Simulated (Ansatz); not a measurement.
Runs of Ansatz 0.2.0 on Ta2N. The structure is trigonal, space group P-3m1 (No. 164). Conventional cell: a = 3.113 Å, b = 3.113 Å, c = 4.870 Å, α = 90.00°, β = 90.00°, γ = 120.00°. Ta (site symmetry 3m) has 3 N at 2.18 Å as nearest neighbours. N (site symmetry -3m) has 6 Ta at 2.18 Å as nearest neighbours. The cell comes from a database or a generator and needn't be the stable form of this composition.

```tsv
level	cell	target pressure (GPa)	gap on the mesh (eV)	pressure (GPa)	relaxed volume (Å³/atom)
r2SCAN	relaxed to 5 GPa	5	none	5.0	-
r2SCAN	relaxed to 2 GPa	2	none	2.0	-
r2SCAN+D3(BJ)	relaxed	-	none	0.0	13.21
r2SCAN	relaxed to 30 GPa	30	none	30.0	-
r2SCAN	relaxed	-	none	0.0	(a)
```

Alike in all rows: task relaxation of cell and atoms; potentials or basis Ansatz PAW; no spin polarisation; k mesh 10 × 10 × 6; cutoff (eV) 500; smearing fermi-dirac 0.05 eV.

Problem. Fill in the values left out.

Solution. (a) 13.35.

Caveats: the plane-wave basis is chosen anew once the cell has moved, so the energies of steps on either side of that aren't comparable; the PAW data sets come from PBE, with cores solved anew for the run's functional, which leaves a small shift of forces and pressure; pairwise dispersion overbinds metals, which lowers pressure and volume (some runs); the dispersion damping was fitted for another functional or another form of the correction (some runs).

A k mesh can miss the band edges, and the runs leave out spin-orbit coupling on Ta.

A gap of «none» marks a metal or a gap under the smearing width.
